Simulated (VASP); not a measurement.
Crystal: TiPbO3.

```
Ti Pb O
1.0
     3.87686    0.00000    0.00000
     0.00000    3.87686    0.00000
     0.00000    0.00000    4.17657
Ti Pb O
1 1 3
Direct
  0.50000 0.50000 0.53650
  0.00000 0.00000 0.99913
  0.50000 0.50000 0.11107
  0.50000 0.00000 0.61725
  0.00000 0.50000 0.61725
```

Program: VASP 6.6.1. Alike in all runs: task band structure; potentials or basis VASP PAW PBE potentials, release 64 (Ti_sv, Pb_d, O); no spin polarisation; cell as given; k mesh 8 × 8 × 8; cutoff (eV) 520; smearing gaussian 0.03 eV.

Order these runs on this cell by their band gap on the k mesh, lowest first.
A. level r2SCAN
B. level TB-mBJ
C. level PBEsol

C (1.65 eV), A (2.04 eV), B (2.23 eV).

Caveats: spin-orbit coupling is left out, which as a rule narrows the gap of such compounds by several tenths of an eV.

